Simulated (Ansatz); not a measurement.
H in Hg

The calculation used DFT r2SCAN, scalar-relativistic, plane waves, PAW (Ansatz 0.2.0).

Cutoff 500 eV; k points 10×10×10 on the computed 4-atom cell (Γ-centred); Gaussian smearing, width 0.10 eV; no spin polarisation for the host; each changed cell takes a mesh and smearing chosen by its own gap and starts from the host's moments or customary ones, or runs without spin. Cells and atoms are relaxed to the nearest stationary point that keeps the symmetry of their start (forces under 0.02 to 0.04 eV/Å, stress under 0.1 to 0.2 GPa); energies are at zero smearing, without zero-point or thermal terms.

Relaxed host (gap on the mesh 0 eV):

```
CELL_PARAMETERS angstrom
-2.67932 2.67932 3.73045
2.67932 -2.67932 3.73045
2.67932 2.67932 -3.73045
ATOMIC_POSITIONS crystal
Hg 0.87500 0.37482 0.99982
Hg 0.37500 0.87518 0.00018
Hg 0.62518 0.62500 0.50018
Hg 0.12482 0.12500 0.49982
```

Cases: (1) 1 H in a 1×1×1 repeat of the cell, at (0.500 0.500 0.000) in fractions of that repeat, 2.11 Å from the nearest atom of the relaxed host.

The table gives the energy per H taken from half an H2 molecule (negative: uptake is favourable), the swelling and the final surroundings.

```json
{"case": "1", "formula": "Hg4H", "energy per H (eV)": "1.24", "ΔV (%)": "-2.1", "principal strains (%)": "+16.1 -8.2 -8.2", "nearest host atoms of the first H": "4 (Hg) from 2.18 Å", "gap (eV)": "0"}
```

Each ion keeps what symmetry its start has, so a lower place off a symmetric site can be missed, above all for H.

Relaxed structure of case 1:

```cif
data_structure
_symmetry_space_group_name_H-M 'I-42m'
_symmetry_Int_Tables_number 121
_cell_length_a 4.9193
_cell_length_b 4.9193
_cell_length_c 8.6657
_cell_angle_alpha 90.000
_cell_angle_beta 90.000
_cell_angle_gamma 90.000
_cell_volume 209.70
loop_
_atom_site_label
_atom_site_type_symbol
_atom_site_symmetry_multiplicity
_atom_site_Wyckoff_symbol
_atom_site_fract_x
_atom_site_fract_y
_atom_site_fract_z
_atom_site_occupancy
Hg1 Hg 8 i 0.23261 0.76739 0.13191 1
H1 H 2 b 0.50000 0.50000 0.00000 1
```

Spin-orbit coupling is left out. In Hg4H a bond of the host changes by more than 0.6 Å or the volume by a third: the framework has rearranged or swollen or shrunk strongly, and the figure may no longer describe a topotactic step.

This form of Hg, the host, isn't the element's usual structure.

Cost: 2 runs of about 8.6 core-minutes in all, on Intel Xeon Platinum 8488C (Sapphire Rapids) (shared hosts).